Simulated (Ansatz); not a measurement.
Input and command of a plane-wave DFT calculation in Ansatz:

```yaml
crystal:
  lattice:
    - [3.0309987015, 0.0, 0.0]
    - [-1.5154993507, 2.6249218743, 0.0]
    - [0.0, 0.0, 3.2377]
  atoms:
    - { symbol: Ti, position: [0.6666666667, 0.3333333333, 0.0] }
    - { symbol: O, position: [0.0, 0.0, 0.5] }
basis:
  ecutwfc: 380
kpoints:
  mp_grid: { grid: [12, 12, 12] }
hamiltonian:
  xc: r2scan
scf:
  occupations: { method: gaussian, width: 0.01 }
output:
  forces: true
  stress: true
  eigenvalues: true
```

```bash
ansatz run input.yaml --threads 1 --pin off --max-ram 2560MiB --backend cpu --events-out ev --progress --plain --runs-dir out
```

Processor: Arm Neoverse V1, 1 thread, on a host shared with other jobs.

Task: Estimate time, memory and problem size.

Result: About 8 s on 1 thread of Arm Neoverse V1, with other jobs on the host, peak memory 0.37 GiB. It solves 13 bands at 133 k points (the mesh reduced by symmetry) with about 407 plane waves, in 8 SCF iterations.
